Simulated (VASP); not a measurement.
Here is a VASP 6.6.1 calculation.

Contents of INCAR:

```
SYSTEM = ScAl3
PREC     = Accurate       ! precision mode
ENCUT    = 600            ! plane-wave cutoff, eV
EDIFF    = 1E-6           ! SCF threshold, eV
ISMEAR   = -1             ! smearing method
SIGMA    = 0.05           ! smearing width, eV
LREAL    = .FALSE.        ! projectors in reciprocal space
LASPH    = .TRUE.         ! aspherical terms in the spheres
NELM     = 60             ! most SCF steps
ALGO     = Fast           ! electronic algorithm
ISIF     = 3              ! what is computed and relaxed
LWAVE    = .FALSE.        ! write WAVECAR
LCHARG   = .FALSE.        ! write CHGCAR
GGA      = CX             ! functional
LUSE_VDW = .TRUE.       
AGGAC    = 0.0          
IBRION   = 2              ! ionic algorithm
NSW      = 40             ! ionic steps
EDIFFG   = -0.005         ! ionic threshold
```

KPOINTS

```
Automatic mesh
0
G
  7 7 7
  0 0 0
```

File POSCAR:

```
ScAl3
1.0
    4.0878065700      0.0000000000      0.0000000000
    0.0000000000      4.0878065700      0.0000000000
    0.0000000000      0.0000000000      4.0878065700
Sc Al
1 3
Direct
    0.0000000000      0.0000000000      0.0000000000
    0.5000000000      0.5000000000      0.0000000000
    0.0000000000      0.5000000000      0.5000000000
    0.5000000000      0.0000000000      0.5000000000
```

Potentials or basis: VASP PAW PBE potentials, release 64 (Sc_sv, Al).

The run is started by

```bash
$ cat potpaw_PBE.64/Sc_sv/POTCAR potpaw_PBE.64/Al/POTCAR > POTCAR
$ mpirun -np 1 vasp_std > vasp.out
```

Q: What does it give for the space group after relaxing (to 0.05 Å)?

A: Pm-3m (No. 221).

Q: Predict the relaxed volume.

A: 17.03 Å³/atom.

Q: Estimate the band gap on the k mesh.

A: None (metal or under the smearing width).

Final structure:
```yaml
crystal:
  lattice:
    - [4.08417, 0.00000, 0.00000]
    - [0.00000, 4.08417, 0.00000]
    - [0.00000, 0.00000, 4.08417]
  atoms:
    - { symbol: Sc, position: [0.00000, 0.00000, 0.00000] }
    - { symbol: Al, position: [0.50000, 0.50000, 0.00000] }
    - { symbol: Al, position: [0.00000, 0.50000, 0.50000] }
    - { symbol: Al, position: [0.50000, 0.00000, 0.50000] }
```

Caveat: the PAW data sets were made with another functional, which shifts forces and pressure a little.
